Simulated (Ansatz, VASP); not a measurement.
# One calculation of Pd, two programs

```
Pd
1.0
     2.75027    0.00000    0.00000
     0.00000    2.75027    0.00000
     0.00000    0.00000   22.83421
Pd
4
Direct
  0.50000 0.50000 0.37225
  0.00000 0.00000 0.45742
  0.50000 0.50000 0.54273
  0.00000 0.00000 0.62828
```

Alike in both runs: functional PBE; dispersion D3(BJ); k mesh 10 × 10 × 1; occupations gaussian, width 0.1 eV; no spin polarisation.

Ansatz relaxed the structure, and its values are those at the end. VASP's run is a single point on that final structure, the one shown.

|  | VASP | Ansatz |
| --- | --- | --- |
| version | VASP 6.6.1 | Ansatz 0.2.0 |
| potentials or method | VASP PAW PBE potentials, release 64 (Pd) | scalar-relativistic, plane waves, PAW |
| plane-wave cutoff (eV) | 520 | 420 |
| valence electrons in the cell | 40 | 72 |

|  | VASP | Ansatz | Ansatz less VASP |
| --- | --- | --- | --- |
| gap on the k mesh at the Fermi level (eV) | none | none | - |
| rms of the force components (eV/Å) | 0.014 | 0.015 | +0.0008 |

A gap of «none» marks a metal or a gap that the smearing closes. The two sets of potentials don't hold the same shells in valence. Ansatz warned: «xc_potential_rough_in_thin_density».
